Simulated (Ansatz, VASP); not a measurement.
One calculation of Au, two programs

INCAR

```
  PREC = Accurate
  ENCUT = 520
  EDIFF = 1E-7
  ISMEAR = 0
  SIGMA = 0.1
  LREAL = False
  LASPH = True
  NELM = 80
  ALGO = Normal
  ISIF = 2
  LWAVE = False
  LCHARG = False
  GGA = CA
  NBANDS = 12
```

Contents of KPOINTS:

```
Automatic mesh
0
Gamma
  8 8 8
```

File POSCAR:

```
Au
1.0
    0.0000000000      2.0856442700      2.0856442700
    2.0856442700      0.0000000000      2.0856442700
    2.0856442700      2.0856442700      0.0000000000
Au
1
Direct
    0.0000000000      0.0000000000      0.0000000000
```

Input for Ansatz:

```yaml
crystal:
  lattice:
    - [0.0, 2.08564427, 2.08564427]
    - [2.08564427, 0.0, 2.08564427]
    - [2.08564427, 2.08564427, 0.0]
  atoms:
    - { symbol: Au, position: [0.0, 0.0, 0.0] }
basis:
  ecutwfc: 420
kpoints:
  mp_grid: { grid: [8, 8, 8] }
hamiltonian:
  xc: lda
scf:
  occupations: { method: gaussian, width: 0.1 }
output:
  forces: true
  stress: true
  eigenvalues: true
```

Alike in both runs: task single point; functional LDA; k mesh 8 × 8 × 8; occupations gaussian, width 0.1 eV; no spin polarisation.

```csv
,VASP,Ansatz
version,VASP 6.6.1,Ansatz 0.2.0
potentials or method,"VASP PAW LDA potentials, release 64 (Au)","scalar-relativistic, plane waves, PAW"
plane-wave cutoff (eV),520,420
valence electrons in the cell,11,19
```

Ansatz gave:

- gap on the k mesh at the Fermi level (eV): none
- pressure (GPa): -12.8

Task: What did VASP give for the same quantities?

Result: gap on the k mesh at the Fermi level (eV): none; pressure (GPa): -12.4.

A gap of «none» marks a metal or a gap that the smearing closes. The two sets of potentials don't hold the same shells in valence.

Spin-orbit coupling is left out, which matters for the levels of Au.
